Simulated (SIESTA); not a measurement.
Wanted: an ASE script for a SIESTA 5.4.2 run.

| Quantity | Value |
| --- | --- |
| Task | band structure |
| Functional | PBE |
| Potentials or basis | PseudoDojo 0.4 standard (PBE files, fully relativistic) |
| Basis | DZP (energy shift 0.003 Ry; two zetas on semicore shells) |
| Grid cutoff | 800 Ry |
| Energy shift | 0.003 Ry |
| k mesh | 7 × 7 × 5 |
| Occupations | fermi-dirac, width 0.05 eV |
| Spin | non-collinear spin, zero start, spin-orbit coupling |
| Starting moments | [[0.0, 0.0, 0.0], [0.0, 0.0, 0.0], [0.0, 0.0, 0.0], [0.0, 0.0, 0.0], [0.0, 0.0, 0.0], [0.0, 0.0, 0.0]] μB |

Crystal: ZrO2.

```
Zr O
1.0
     3.59610    0.00000    0.00000
     0.00000    3.59610    0.00000
     0.00000    0.00000    5.17700
Zr O
2 4
Direct
  0.50000 0.50000 0.50000
  0.00000 0.00000 0.00000
  0.50000 0.00000 0.79700
  0.50000 0.00000 0.29700
  0.00000 0.50000 0.70300
  0.00000 0.50000 0.20300
```

One way to write it, as run:

run.py

```python
from ase import Atoms
from ase.calculators.siesta import Siesta
from ase.units import Ry, GPa

atoms = Atoms(
    ['Zr', 'Zr', 'O', 'O', 'O', 'O'],
    cell=[
        [3.5961, 0.0, 0.0],
        [0.0, 3.5961, 0.0],
        [0.0, 0.0, 5.177],
    ],
    scaled_positions=[
        [0.5, 0.5, 0.5],
        [0.0, 0.0, 0.0],
        [0.5, 0.0, 0.797],
        [0.5, 0.0, 0.297],
        [0.0, 0.5, 0.703],
        [0.0, 0.5, 0.203],
    ],
    pbc=True,
)

fdf = {
    'SCFMustConverge': False,
    'DM.InitSpin': ['  1   0.000     0.00     0.00', '  2   0.000     0.00     0.00', '  3   0.000     0.00     0.00', '  4   0.000     0.00     0.00', '  5   0.000     0.00     0.00', '  6   0.000     0.00     0.00'],
    'WriteOrbMom': 'true',
    'OccupationFunction': 'FD',
    'ElectronicTemperature': '0.05 eV',
    'MaxSCFIterations': '120',
    'SCF.Mixer.Method': 'Pulay',
    'SCF.Mixer.Weight': '0.25',
    'SCF.Mixer.History': '8',
    'SCF.DM.Tolerance': '5.0e-05',
    'SCF.H.Tolerance': '1.0e-03 eV',
    'WriteForces': 'true',
    'Charge.Mulliken': 'end',
    'BandLinesScale': 'ReciprocalLatticeVectors',
    'BandLines': ['  1    0.000000   0.000000   0.000000  \\Gamma', '  9    0.000000   0.500000   0.000000  X', '  9    0.500000   0.500000   0.000000  M', ' 13    0.000000   0.000000   0.000000  \\Gamma', '  6    0.000000   0.000000   0.500000  Z', '  9    0.000000   0.500000   0.500000  R', '  9    0.500000   0.500000   0.500000  A', ' 13    0.000000   0.000000   0.500000  Z', '  1    0.000000   0.500000   0.000000  X', '  6    0.000000   0.500000   0.500000  R', '  1    0.500000   0.500000   0.000000  M', '  6    0.500000   0.500000   0.500000  A'],
    'PAO.Basis': ['Zr.1 5', 'n=4 0 2', '  3.497 0.000', 'n=5 0 2', '  9.041 0.000', 'n=4 1 2', '  4.057 0.000', 'n=5 1 1', '  9.041', 'n=4 2 2', '  7.356 0.000'],
}
calc = Siesta(
    label="ZrO2",
    command="siesta < PREFIX.fdf > PREFIX.out",
    pseudo_path="pseudos",
    pseudo_qualifier="",
    xc=('GGA', 'PBE'),
    basis_set="DZP",
    mesh_cutoff=800 * Ry,
    energy_shift=0.003 * Ry,
    kpts=[7, 7, 5],
    spin="spin-orbit",
    fdf_arguments=fdf,
)
atoms.calc = calc

print(f"energy = {atoms.get_potential_energy():.6f} eV")
free = atoms.get_potential_energy(force_consistent=True)
print(f"free energy = {free:.6f} eV")
print("forces (eV/A):")
print(atoms.get_forces(apply_constraint=False).round(6))
print("stress (GPa, Voigt order, tension positive):", (atoms.get_stress() / GPa).round(4))
```

Potentials or basis: PseudoDojo 0.4 standard (PBE files, fully relativistic), DZP (energy shift 0.003 Ry; two zetas on semicore shells).

Run with:

```sh
$ python run.py
```

Results of the run:

* Pressure: 10.9 GPa
* Largest force: 0.232 eV/Å
* Band gap on the k mesh: 3.84 eV, indirect (least direct gap 3.90 eV)
* Band gap along the path: 3.80 eV, indirect (least direct gap 3.90 eV)
* Net moment: 0.00 μB per cell

Caveat: the basis of atomic orbitals isn't converged, which shifts pressures, moduli and gaps.

Run time: 5.9 min on 1 thread of Intel(R) Xeon(R) Platinum 8488C (Sapphire Rapids), on a shared host, peak memory 0.72 GiB.
